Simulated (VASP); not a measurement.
A calculation with VASP 6.6.1 of P (native input, structure from a POSCAR):

File INCAR:

```
PREC = Accurate ; ENCUT = 520
EDIFF = 1E-6 ; ISMEAR = 0
SIGMA = 0.1 ; LREAL = False
LASPH = True ; NELM = 60
ALGO = Normal ; ISIF = 2
LWAVE = False ; LCHARG = True
GGA = PS ; LELF = True
LVHAR = True ; NBANDS = 12
```

Contents of KPOINTS:

```
Automatic mesh
0
Gamma
  9 9 9
```

File POSCAR:

```
P
1.0
    1.7257251780      0.9963478961      3.1296800121
   -1.7257251780      0.9963478961      3.1296800121
    0.0000000000     -1.9926957921      3.1296800121
P
2
Cartesian
    0.0000000000      0.0000000001      7.2569744776
    0.0000000000      0.0000000000      2.1320655587
```

Potentials or basis: VASP PAW PBE potentials, release 64 (P).

Launch:

```bash
$ cat potpaw_PBE.64/P/POTCAR > POTCAR
$ mpirun -np 1 vasp_std > vasp.out
```

This isn't the form of P at room conditions, which is orthorhombic.

Problem. Write the same calculation in another form: ASE script, structure from a POSCAR.

Solution. As run:

File run.py:

```python
from ase.calculators.vasp import Vasp
from ase.dft.bandgap import bandgap
from ase.io import read

atoms = read('POSCAR')
calc = Vasp(
    directory='calc',
    xc='pbesol',
    pp='PBE',
    setups='recommended',
    prec='Accurate',
    encut=520,
    ediff=1e-06,
    ismear=0,
    sigma=0.1,
    lreal=False,
    lasph=True,
    nelm=60,
    algo='Fast',
    isif=2,
    lwave=False,
    lcharg=False,
    kpts=[9, 9, 9],
    gamma=True,
)
atoms.calc = calc

print('energy (eV):', atoms.get_potential_energy())
print('free energy (eV):', atoms.get_potential_energy(force_consistent=True))
print('forces (eV/A):')
print(atoms.get_forces())
print('stress (eV/A^3, Voigt):', atoms.get_stress())
print('Fermi level (eV):', calc.get_fermi_level())
gap, top, bottom = bandgap(calc)
print('band gap (eV):', gap, 'from (spin, k, band)', top, 'to', bottom)
```

File POSCAR:

```
P
1.0
    1.7257251780      0.9963478961      3.1296800121
   -1.7257251780      0.9963478961      3.1296800121
    0.0000000000     -1.9926957921      3.1296800121
P
2
Direct
    0.7729197500      0.7729197500      0.7729197500
    0.2270802500      0.2270802500      0.2270802500
```

Potentials or basis: VASP PAW PBE potentials, release 64 (P).

Command:

```bash
$ python run.py
```

Both were run:

|  | native input, structure from a POSCAR | ASE script, structure from a POSCAR |
| --- | --- | --- |
| Pressure | -1.8 GPa | -1.8 GPa |
| Largest force | 0.237 eV/Å | 0.236 eV/Å |
| Band gap on the k mesh | none (metal or under the smearing width) | none (metal or under the smearing width) |

Keys that steer only the numerical path or the files written may differ.

Caveat: the PAW data sets were made with another functional, which shifts forces and pressure a little.
